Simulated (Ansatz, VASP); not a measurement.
# Ru in VASP and in Ansatz

```xyz
2
Lattice="2.6744 0.0000 0.0000 -1.3372 2.3161 0.0000 0.0000 0.0000 4.0948" Properties=species:S:1:pos:R:3 pbc="T T T"
Ru    0.0000    1.5441    1.0237
Ru    1.3372    0.7720    3.0711
```

Alike in both runs: task single point; functional PBEsol; k mesh 21 × 21 × 12; occupations gaussian, width 0.15 eV; no spin polarisation.

|  | VASP | Ansatz |
| --- | --- | --- |
| version | VASP 6.6.1 | Ansatz 0.2.0 |
| potentials or method | VASP PAW PBE potentials, release 64 (Ru_pv) | scalar-relativistic, plane waves, PAW |
| plane-wave cutoff (eV) | 520 | 420 |
| valence electrons in the cell | 28 | 32 |

Ansatz gave:

| Property | Result |
| --- | --- |
| gap on the k mesh at the Fermi level (eV) | none |
| pressure (GPa) | 20.3 |
| largest component of the traceless stress (GPa) | 12.30 |

Estimate VASP's values.

gap on the k mesh at the Fermi level (eV): none; pressure (GPa): 20.2; largest component of the traceless stress (GPa): 12.29.

A gap of «none» marks a metal or a gap that the smearing closes. The two sets of potentials don't hold the same shells in valence. Ansatz warned: «pseudo_functional_mismatch».

Caveats: so large a pressure means that the cell lies far from this level's equilibrium, or that cutoff or potentials fall short (VASP); the potentials were made for another functional, which shifts forces and pressure (VASP).
